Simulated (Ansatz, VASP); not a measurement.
This is a calculation of SrO for Ansatz 0.2.0.

Contents of input.yaml:

```yaml
crystal:
  lattice:
    - [0.0, 2.5663, 2.5663]
    - [2.5663, 0.0, 2.5663]
    - [2.5663, 2.5663, 0.0]
  atoms:
    - { symbol: Sr, position: [0.5, 0.5, 0.5] }
    - { symbol: O, position: [0.0, 0.0, 0.0] }
kpoints:
  mp_grid: { grid: [9, 9, 9] }
scf:
  occupations: { method: gaussian, width: 0.024 }
hamiltonian:
  xc: pbe
  pseudopotentials: { kind: all_electron, lapw: { basis_error: 0.001 } }
output:
  forces: true
  stress: true
  eigenvalues: true
```

Potentials or basis: all-electron LAPW, scalar-relativistic.

Command:

```console
$ ansatz run input.yaml --threads 1 --pin off --max-ram 3072MiB --backend cpu --events-out ev --progress --plain --runs-dir out
```

Task: Set up the same calculation for VASP 6.6.1. Potentials there: VASP PAW PBE potentials, release 64 (Sr_sv, O).

Result: As run (the cutoff follows the program's own potentials):

INCAR

```
  ALGO = Normal
  EDIFF = 1E-7
  ENCUT = 520
  GGA = PE
  ISIF = 2
  ISMEAR = 0
  LASPH = T
  LCHARG = F
  LREAL = F
  LWAVE = F
  NBANDS = 15
  NELM = 100
  PREC = Accurate
  SIGMA = 0.024
```

KPOINTS

```
k-points
0
Gamma
  9 9 9
```

Contents of POSCAR:

```
SrO
1.0
    0.0000000000      2.5663000000      2.5663000000
    2.5663000000      0.0000000000      2.5663000000
    2.5663000000      2.5663000000      0.0000000000
Sr O
1 1
Direct
    0.5000000000      0.5000000000      0.5000000000
    0.0000000000      0.0000000000      0.0000000000
```

Potentials or basis: VASP PAW PBE potentials, release 64 (Sr_sv, O).

The run is started by

```bash
$ cat potpaw_PBE.64/Sr_sv/POTCAR potpaw_PBE.64/O/POTCAR > POTCAR
$ mpirun -np 1 vasp_std > vasp.out
```

Both were run:

|  | VASP | Ansatz | Ansatz less VASP |
| --- | --- | --- | --- |
| gap on the k mesh at the Fermi level (eV) | 3.32 | 3.37 | +0.047 |
| least direct gap on the mesh (eV) | 3.41 | 3.45 | +0.036 |
| pressure (GPa) | 3.9 | 3.3 | -0.60 |

Ansatz ran all-electron here, so the differences hold the error of VASP's frozen core and of both bases.

Caveats: an odd mesh through Γ misses points on the zone boundary, where band edges often lie. As with any semilocal functional, this PBE gap is likely too small.
